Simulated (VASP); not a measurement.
# Tm (Fm-3m) in VASP: notebook

Runs on Tm. Level: PBEsol. Tasks: single point.

Program: VASP 6.6.1. These are calculated values, not measurements. Logs are shortened: lines on timing, memory, paths and dates and some standing lists are left out, and cuts for length are marked.

## Step 1: The structure

The structure is cubic, space group Fm-3m (No. 225). The conventional cell has a = 4.936 Å, b = 4.936 Å, c = 4.936 Å, α = 90.00°, β = 90.00°, γ = 90.00°. Tm (site symmetry m-3m) has 12 Tm at 3.49 Å as nearest neighbours.

This isn't the form of Tm at room conditions, which is hcp.

## Step 2: Single point, PBEsol, collinear spin, ferromagnetic start

File INCAR:

```
ADDGRID = False
ALGO = Normal
EDIFF = 1E-6
ENCUT = 550
GGA = PS
ISIF = 2
ISMEAR = 1
ISPIN = 2
LASPH = True
LCHARG = False
LMAXMIX = 6
LORBIT = 11
LREAL = False
LWAVE = False
MAGMOM = 2
NBANDS = 22
NELM = 100
PREC = Accurate
SIGMA = 0.2
```

File KPOINTS:

```
k-points
0
Gamma
  8 8 8
```

File POSCAR:

```
Tm
1.0
    0.0000000000      2.4680255249      2.4680255249
    2.4680255249      0.0000000000      2.4680255249
    2.4680255249      2.4680255249      0.0000000000
Tm
1
Direct
    0.0000000000      0.0000000000      0.0000000000
```

Potentials or basis: VASP PAW PBE potentials, release 64 (Tm).

Launch:

```
$ cat potpaw_PBE.64/Tm/POTCAR > POTCAR
$ mpirun -np 1 vasp_std > vasp.out
```

OUTCAR:

```text
EDIFF = 1E-6
   ENCUT = 550
   GGA = PS
   ISIF = 2
   ISMEAR = 1
   ISPIN = 2
   LASPH = True
   LORBIT = 11
   LREAL = False
   NELM = 100
   PREC = Accurate

 Found     29 irreducible k-points:

 Following reciprocal coordinates:
            Coordinates               Weight
  0.000000  0.000000  0.000000      1.000000
  0.125000  0.000000  0.000000      8.000000
  0.250000  0.000000  0.000000      8.000000
  0.375000  0.000000  0.000000      8.000000
  0.500000  0.000000  0.000000      4.000000
  0.125000  0.125000  0.000000      6.000000
   k-points           NKPTS =     29   k-points in BZ     NKDIM =     29   number of bands    NBANDS=     22
   number of dos      NEDOS =    301   number of ions     NIONS =      1
   total plane-waves  NPLWV =  21952
   dimension x,y,z NGX =    28 NGY =   28 NGZ =   28
   dimension x,y,z NGXF=    56 NGYF=   56 NGZF=   56
   ions per type =               1
   NGX,Y,Z   is equivalent  to a cutoff of  13.34, 13.34, 13.34 a.u.
   NGXF,Y,Z  is equivalent  to a cutoff of  26.67, 26.67, 26.67 a.u.
 SYSTEM =  unknown system
   PREC   = accura    normal or accurate (medium, high low for compatibility)
   ISTART =      0    job   : 0-new  1-cont  2-samecut
   ICHARG =      2    charge: 1-file 2-atom 10-const
   ISPIN  =      2    spin polarized calculation?
   LNONCOLLINEAR =      F non collinear calculations
   LSORBIT =      F    spin-orbit coupling
   LASPH  =      T    aspherical Exc in radial PAW
   ENCUT  =  550.0 eV  40.42 Ry    6.36 a.u.   6.67  6.67  6.67*2*pi/ulx,y,z
   NELM   =    100;   NELMIN=  2; NELMDL= -5     # of ELM steps
   EDIFF  = 0.1E-05   stopping-criterion for ELM
   LREAL  =      F    real-space projection
   EDIFFG = 0.1E-04   stopping-criterion for IOM
   NSW    =      0    number of steps for IOM
   IBRION =     -1    ionic relax: 0-MD 1-quasi-New 2-CG
   NFREE  =      0    steps in history (QN), initial steepest desc. (CG)
   ISIF   =      2    stress and relaxation
   ISYM   =      2    0-nonsym 1-usesym 2-fastsym
   POTIM  = 0.5000    time-step for ionic-motion
   TEBEG  =    0.0;   TEEND  =   0.0 temperature during run
   PSTRESS=    0.0 pullay stress
   NELECT =      23.0000    total number of electrons
   NUPDOWN=      -1.0000    fix difference up-down
   EMIN   =  10.00;   EMAX   =-10.00  energy-range for DOS
   EFERMI =   0.00;   METHOD = LEGACY
   ISMEAR =     1;   SIGMA  =   0.20  broadening in eV -4-tet -1-fermi 0-gaus
   EFERMI_NEDOS =   21; number of points for ismear=-14 and -15
   IALGO  =     38    algorithm
   IMIX   =      4    mixing-type and parameters
     AMIX     =   0.40;   BMIX     =  1.00
     AMIX_MAG =   1.60;   BMIX_MAG =  1.00
  volume/ion in A,a.u.               =      30.07       202.90
  Fermi-wavevector in a.u.,A,eV,Ry     =   1.497239  2.829371 30.500515  2.241725
  Thomas-Fermi vector in A             =   2.609152
   LORBIT       =     11    0 simple, 1 ext, 2 COOP (PROOUT), +10 PAW based schemes
   GGA     = PS    functional components
   LHFCALC =     F    Hartree Fock is set to
   AEXX    =    0.0000 exact exchange contribution
   IVDW    =     0    specifies the selected vdW correction
   LEPSILON=     F    determine dielectric tensor
   LRPA    =     F    only Hartree local field effects (RPA)
 spin polarized calculation
 Methfessel and Paxton  Order N= 1 SIGMA  =   0.20
  energy-cutoff  :      550.00
  volume of cell :       30.07
 maximum number of plane-waves:       899
   NGX = 13   NGY = 13   NGZ = 13

 number of electron      23.0000007 magnetization       1.0436842

 Free energy of the ion-electron system (eV)
  ---------------------------------------------------
  ext. energy  EPLUGINS =         0.00000000
  ---------------------------------------------------
  free energy    TOTEN  =        -4.33925164 eV

  energy without entropy =       -4.32236397  energy(sigma->0) =       -4.33362242

 E-fermi :   2.1118     XC(G=0): -10.4215

 val. band max:        2.1081216081   @ k =  -0.3750   0.3750   0.0000
 cond. band min:       2.1123127164   @ k =   0.5000   0.1250   0.0000
 fundamental gap:      0.0041911083
 Fermi energy:         2.1117647656

 spin component 1

 k-point     1 :       0.0000    0.0000    0.0000
  band No.  band energies     occupation
      1     -48.2164      1.00000
      2     -21.1223      1.00000
      3     -21.1223      1.00000
      4     -21.1223      1.00000
      5      -3.1250      1.00000
      6       0.5313      1.00000
[... 14 lines left out ...]
     21      15.9139      0.00000
     22      17.9979      0.00000

 k-point     2 :       0.1250    0.0000    0.0000
  band No.  band energies     occupation
      1     -48.2100      1.00000
      2     -21.2229      1.00000
      3     -21.1349      1.00000
      4     -21.1349      1.00000
      5      -2.6885      1.00000
      6       0.5403      1.00000
[... 14 lines left out ...]
     21      16.8180      0.00000
     22      20.0523      0.00000

 k-point     3 :       0.2500    0.0000    0.0000
  band No.  band energies     occupation
      1     -48.1945      1.00000
      2     -21.4572      1.00000
      3     -21.1652      1.00000
      4     -21.1652      1.00000
      5      -1.5493      1.00000
      6       0.5711      1.00000
[... 14 lines left out ...]
     21      18.9517      0.00000
     22      18.9517      0.00000

 k-point     4 :       0.3750    0.0000    0.0000
  band No.  band energies     occupation
      1     -48.1790      1.00000
      2     -21.6806      1.00000
      3     -21.1952      1.00000
      4     -21.1952      1.00000
      5      -0.2791      1.00000
      6       0.6208      1.00000
[... 14 lines left out ...]
     21      17.5707      0.00000
     22      20.7466      0.00000

 k-point     5 :       0.5000    0.0000    0.0000
  band No.  band energies     occupation
      1     -48.1725      1.00000
      2     -21.7703      1.00000
      3     -21.2075      1.00000
      4     -21.2075      1.00000
      5       0.2560      1.00000
      6       0.6396      1.00000
[... 14 lines left out ...]
     21      16.1927      0.00000
     22      23.6334      0.00000

 k-point     6 :       0.1250    0.1250    0.0000
  band No.  band energies     occupation
      1     -48.2079      1.00000
      2     -21.2205      1.00000
      3     -21.1568      1.00000
      4     -21.1568      1.00000
      5      -2.5435      1.00000
      6       0.5432      1.00000
[... 14 lines left out ...]
     21      16.2883      0.00000
     22      21.1724      0.00000

 [... further k-points ...]

 spin component 2

 k-point     1 :       0.0000    0.0000    0.0000
  band No.  band energies     occupation
      1     -47.7026      1.00000
      2     -20.7846      1.00000
      3     -20.7846      1.00000
      4     -20.7846      1.00000
      5      -3.3258      1.00000
      6       1.8891      1.03324
[... 14 lines left out ...]
     21      15.8177      0.00000
     22      17.7882      0.00000

 k-point     2 :       0.1250    0.0000    0.0000
  band No.  band energies     occupation
      1     -47.6958      1.00000
      2     -20.8917      1.00000
      3     -20.7980      1.00000
      4     -20.7980      1.00000
      5      -2.8841      1.00000
      6       1.8568      1.03510
[... 14 lines left out ...]
     21      16.7340      0.00000
     22      19.8821      0.00000

 k-point     3 :       0.2500    0.0000    0.0000
  band No.  band energies     occupation
      1     -47.6793      1.00000
      2     -21.1404      1.00000
      3     -20.8299      1.00000
      4     -20.8299      1.00000
      5      -1.7368      1.00000
      6       1.7948      1.02377
[... 14 lines left out ...]
     21      18.8981      0.00000
     22      18.8981      0.00000

 k-point     4 :       0.3750    0.0000    0.0000
  band No.  band energies     occupation
      1     -47.6628      1.00000
      2     -21.3769      1.00000
      3     -20.8615      1.00000
      4     -20.8615      1.00000
      5      -0.4719      1.00000
      6       1.7484      1.01379
[... 14 lines left out ...]
     21      17.4416      0.00000
     22      20.4786      0.00000

 k-point     5 :       0.5000    0.0000    0.0000
  band No.  band energies     occupation
      1     -47.6560      1.00000
      2     -21.4716      1.00000
      3     -20.8745      1.00000
      4     -20.8745      1.00000
      5       0.0489      1.00000
      6       1.7324      1.01099
[... 14 lines left out ...]
     21      16.0243      0.00000
     22      23.3824      0.00000

 k-point     6 :       0.1250    0.1250    0.0000
  band No.  band energies     occupation
      1     -47.6935      1.00000
      2     -20.8894      1.00000
      3     -20.8211      1.00000
      4     -20.8211      1.00000
      5      -2.7370      1.00000
      6       1.8583      1.03519
[... 14 lines left out ...]
     21      16.2075      0.00000
     22      21.0056      0.00000

 [... further k-points ...]

------------------------ aborting loop because EDIFF is reached ----------------------------------------

  FORCE on cell =-STRESS in cart. coord.  units (eV):
  Direction    XX          YY          ZZ          XY          YZ          ZX
  --------------------------------------------------------------------------------------
  -------------------------------------------------------------------------------------
  Total        0.1927732      0.1927732      0.1927732      0.0000000     -0.0000000      0.0000000
  in kB       10.2725512     10.2725512     10.2725512      0.0000000     -0.0000000      0.0000000
  external PRESSURE =      10.2725512 kB  Pullay stress =       0.0000000 kB

 VOLUME and BASIS-vectors are now :
 -----------------------------------------------------------------------------
  energy-cutoff  :      550.00
  volume of cell :       30.07
      direct lattice vectors                 reciprocal lattice vectors
     0.000000000  2.468025525  2.468025525    -0.202591098  0.202591098  0.202591098
     2.468025525  0.000000000  2.468025525     0.202591098 -0.202591098  0.202591098
     2.468025525  2.468025525  0.000000000     0.202591098  0.202591098 -0.202591098

 POSITION                                       TOTAL-FORCE (eV/Angst)
 -----------------------------------------------------------------------------------
      0.00000      0.00000      0.00000         0.000000     -0.000000     -0.000000
 -----------------------------------------------------------------------------------
    total drift:                               -0.000000     -0.000000     -0.000000

  FREE ENERGIE OF THE ION-ELECTRON SYSTEM (eV)
  ---------------------------------------------------
  free  energy   TOTEN  =        -4.3392516399 eV

  energy  without entropy=       -4.3223639661  energy(sigma->0) =       -4.33362242

 total charge

# of ion       s       p       d       f       tot
--------------------------------------------------
    1        2.224   5.934   0.409  12.499  21.068

 magnetization (x)

# of ion       s       p       d       f       tot
--------------------------------------------------
    1        0.003  -0.034  -0.071   1.281   1.180
```

Run time: 2.3 min. Hardware: 1 thread of Intel Xeon Platinum 8375C at 2.90GHz (Ice Lake), shared host; peak memory 0.21 GiB.

The run converged, but some of its settings lie outside the range that counts as converged, so its numbers aren't taken as properties of the crystal.

Results:

| Property | Result |
| --- | --- |
| Free energy | -4.3393 eV |
| Pressure | 1.0 GPa |
| Band gap on the k mesh | none (metal or under the smearing width) |
| Net moment | 1.04 μB per cell |
| Site moments | Tm +1.18 μB |
| Valence electrons inside the program's atomic spheres | Tm 21.07 |

Caveat: the magnetic or orbital state may not be the lowest; the PAW data sets were made with another functional, which shifts forces and pressure a little; spin-orbit coupling is left out, which moves the levels of the heavy elements.

## Step 3: Single point, PBEsol, collinear spin, ferromagnetic start

INCAR, as its differences from that of step 2:

```diff
@@ -3,3 +3,3 @@
 EDIFF = 1E-6
-ENCUT = 550
+ENCUT = 400
 GGA = PS
```

File KPOINTS:

```
k-points
0
Gamma
  10 10 10
```

POSCAR is that of step 2.

Potentials or basis: VASP PAW PBE potentials, release 64 (Tm).

Launch:

```
$ cat potpaw_PBE.64/Tm/POTCAR > POTCAR
$ mpirun -np 1 vasp_std > vasp.out
```

Wall time 1.9 min (1 thread of Intel Xeon Platinum 8375C at 2.90GHz (Ice Lake), shared host); peak memory 0.17 GiB.

The run converged, but some of its settings lie outside the range that counts as converged, so its numbers aren't taken as properties of the crystal.

What came out:

```yaml
Free_energy: -4.3192 eV
Pressure: -0.1 GPa
Band_gap_on_the_k_mesh: none (metal or under the smearing width)
Net_moment: 1.03 μB per cell
Site_moments: Tm +1.18 μB
Valence_electrons_inside_the_program's_atomic_spheres: Tm 21.07
```

Caveat: the cutoff is under 1.25 times the usual one of these potentials, so pressure, stress and relaxed cells hold a basis-set (Pulay) error; the magnetic or orbital state may not be the lowest; the PAW data sets were made with another functional, which shifts forces and pressure a little; spin-orbit coupling is left out, which moves the levels of the heavy elements.

(Continued in part 2 of 2.)
